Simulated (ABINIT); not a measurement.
Crystal: Bi.

```xyz
1
Lattice="-1.9814 1.9814 1.9814 1.9814 -1.9814 1.9814 1.9814 1.9814 -1.9814" Properties=species:S:1:pos:R:3 pbc="T T T"
Bi    0.0000    0.0000    0.0000
```

This isn't the form of Bi at room conditions, which is rhombohedral.

- Program: ABINIT 10.8.3 (patched build)
- Task: relaxation of cell and atoms
- Functional: LDA
- Potentials or basis: PseudoDojo NC SR LDA v0.4.1 standard
- Cutoff: 952 eV
- k mesh: 7 × 7 × 7
- Occupations: fermi-dirac, width 0.05 eV
- Spin: no spin polarisation

At the start: pressure -2.3 GPa; volume 31.12 Å³/atom.

Task: Where does the relaxation end?

Result: Over 4 steps the energy falls by 9.1 meV/atom and the volume is 29.90 Å³/atom (-3.9 %); space group Im-3m (No. 229, to 0.05 Å).

The path:
```csv
step,energy change (eV),largest force (eV/Å),pressure (GPa),volume (Å³)
1,0.0000,0.0000,-2.30,31.12
2,-0.0029,0.0000,-1.92,30.90
3,-0.0090,0.0000,0.12,29.84
4,-0.0091,0.0000,-0.01,29.90
```

Final structure:
```xyz
1
Lattice="-1.9553 1.9553 1.9553 1.9553 -1.9553 1.9553 1.9553 1.9553 -1.9553" Properties=species:S:1:pos:R:3 pbc="T T T"
Bi    0.0000    0.0000    0.0000
```
